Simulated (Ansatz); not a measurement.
# O: frozen-core PAW against all-electron methods

```yaml
crystal:
  lattice:
    - [2.73579, -1.76853, -0.01974]
    - [2.66721, 1.66047, -0.08832]
    - [-2.03995, -0.03566, 3.78729]
  atoms:
    - { symbol: O, position: [0.06400, 0.06400, 0.15300] }
    - { symbol: O, position: [0.93600, 0.93600, 0.84700] }
```

Atoms are numbered in the order listed.

The geometry is COD entry 1528336, unchecked; take it as a test cell. The listed cell was then made from it by scaling, straining or moving an atom.

Solid oxygen carries moments on its molecules; these runs leave spin out.

Methods: DFT, PBE, PAW with Ansatz's default frozen-core files, scalar-relativistic (Ansatz 0.2.0); DFT, PBE, all-electron PAW with datasets made for the crystal, scalar-relativistic (Ansatz 0.2.0).

For PAW: a Γ-centred 10×10×7 k mesh, Fermi–Dirac smearing of 0.02 eV, cutoff 420 eV, no spin polarisation. The crystal-made all-electron datasets (AE datasets) take a cutoff of 1080 eV at this cell. The Ansatz runs share mesh, smearing and spin set-up. Plane-wave (PAW) pressures include the program's estimate of the Pulay term.

Stress and pressure are positive in compression.

The change that made this cell: equal xy, yz and zx engineering shear strains of -4 %.

In a metal, gradients converge slowly with the k mesh: the values move by tens of per cent from one mesh to another, at times in sign, so only the comparison on one mesh counts.

PAW results:

```json
{"quantity": "pressure (GPa)", "PAW": "7.93"}
{"quantity": "stress xx (GPa)", "PAW": "-5.08"}
{"quantity": "stress yy (GPa)", "PAW": "-3.43"}
{"quantity": "stress zz (GPa)", "PAW": "32.29"}
{"quantity": "stress yz (GPa)", "PAW": "-0.17"}
{"quantity": "stress xz (GPa)", "PAW": "1.49"}
{"quantity": "stress xy (GPa)", "PAW": "-0.35"}
{"quantity": "force on O1, z (eV/Å)", "PAW": "6.073"}
{"quantity": "field gradient Vzz at O1 (10²¹ V/m²)", "PAW": "11.27"}
```

What does crystal-made all-electron datasets give for the same quantities?


| quantity | AE datasets |
| --- | --- |
| pressure (GPa) | 8.17 |
| stress xx (GPa) | -5.07 |
| stress yy (GPa) | -3.43 |
| stress zz (GPa) | 33.01 |
| stress yz (GPa) | -0.18 |
| stress xz (GPa) | 1.54 |
| stress xy (GPa) | -0.35 |
| force on O1, z (eV/Å) | 6.209 |
| field gradient Vzz at O1 (10²¹ V/m²) | 10.74 |
